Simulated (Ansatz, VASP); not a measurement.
# Two plane-wave programs on SrTiO3

```
Sr Ti O
1.0
     3.91801    0.00000    0.00000
     0.00000    3.91801    0.00000
     0.00000    0.00000    3.91801
Sr Ti O
1 1 3
Direct
  0.00000 0.00000 0.00000
  0.50000 0.50000 0.50000
  0.00000 0.50000 0.50000
  0.50000 0.00000 0.50000
  0.50000 0.50000 0.00000
```

Alike in both runs: functional r2SCAN; k mesh 6 × 6 × 6; occupations gaussian, width 0.02 eV; no spin polarisation; Hubbard terms Ti d U = 4.0 eV.

Ansatz relaxed the structure, and its values are those at the end. VASP's run is a single point on that final structure, the one shown.

```csv
,VASP,Ansatz
version,VASP 6.6.1,Ansatz 0.2.0
potentials or method,"VASP PAW PBE potentials, release 64 (Sr_sv, Ti_sv, O)","scalar-relativistic, plane waves, PAW"
plane-wave cutoff (eV),520,500
valence electrons in the cell,40,40
```

VASP gave:

- gap on the k mesh at the Fermi level (eV): 2.84
- least direct gap on the mesh (eV): 3.28
- pressure (GPa): 3.1

**Question.** What did Ansatz give for the same quantities?

**Answer.** gap on the k mesh at the Fermi level (eV): 2.78; least direct gap on the mesh (eV): 3.21; pressure (GPa): 0.0.

The programs project onto different local orbitals, so the same U acts differently.

Caveats: the PAW data sets were made with another functional, which shifts forces and pressure a little (VASP). A k mesh can miss the band edges.
